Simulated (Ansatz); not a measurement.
## Is this Hf₄C stable against decomposition?

Level of theory: DFT PBE, scalar-relativistic, plane waves, PAW in Ansatz. Settings: cutoff 420 eV, Γ-centred meshes spaced at most about 0.3 Å⁻¹, and about 0.25 Å⁻¹ or finer for metals (2π included), Gaussian smearing. No spin polarisation.

Energies over the elements count from the elements' standard structures at the same level, with no fitted energy shifts.

These are static total energies at zero pressure. These runs have no spin–orbit coupling, which can matter for Hf. The reference form of C is held partly by dispersion forces, which this level lacks.

The competitors are the elements and 1 reference phase of this chemical system (from databases or known types: HfC), relaxed at the same level; other known phases may be missing.

The candidate was reached from: GeF4 type (I-43m), changed on relaxing.

```
CELL_PARAMETERS angstrom
-2.88390 2.88390 2.88390
2.88390 -2.88390 2.88390
2.88390 2.88390 -2.88390
ATOMIC_POSITIONS crystal
Hf 0.50000 0.50000 0.50000
Hf 0.50000 0.00000 0.00000
Hf 0.00000 0.00000 0.50000
Hf 0.00000 0.50000 0.00000
C 0.00000 0.00000 0.00000
```

Problem. Where does it stand against these competitors?

Solution. Not stable. Its formation energy is 0.476 eV/atom. The lowest competing mixture at this composition is this:

| phase | space group | source | share of atoms | ΔE_f (eV/atom) |
| --- | --- | --- | --- | --- |
| Hf | - | element | 0.6000 | -0.0012 |
| HfC | Fm-3m (No. 225) | COD | 0.4000 | -0.918 |

The lowest database cell of Hf (-0.0012) lies slightly below the reference, hence the non-zero entry.

The mixture lies at -0.368 eV/atom, and the candidate lies 0.84 eV/atom above it. The candidate matches no cell in the subsets of the Crystallography Open Database and the Materials Project at hand. A phase this far over the hull is unlikely to be made.
